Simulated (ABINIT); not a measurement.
The system is BP.

```
CELL_PARAMETERS angstrom
0.00000 2.26900 2.26900
2.26900 0.00000 2.26900
2.26900 2.26900 0.00000
ATOMIC_POSITIONS crystal
P 0.75000 0.75000 0.75000
B 0.00000 0.00000 0.00000
```

Base run:

```yaml
Program: ABINIT 10.8.3 (patched build)
Functional: r2SCAN
Potentials_or_basis: Ansatz NC r2SCAN
Cutoff: 1415 eV
k_mesh: 10 × 10 × 10
Occupations: fermi-dirac, width 0.05 eV
Spin: no spin polarisation
```

Its results: band gap on the k mesh 1.41 eV, indirect (least direct gap 3.60 eV); pressure 0.2 GPa.

Problem. The run is repeated on the same cell with these changes: potentials or basis from Ansatz NC r2SCAN to SG15 NC PBE v1.2; cutoff from 1415 eV to 980 eV. What comes out?

Solution. Band gap on the k mesh 1.41 eV, indirect (least direct gap 3.59 eV); pressure -0.5 GPa.

Caveats: the potentials were made for another functional, which shifts forces and pressure (some runs).

A k mesh can miss the band edges.
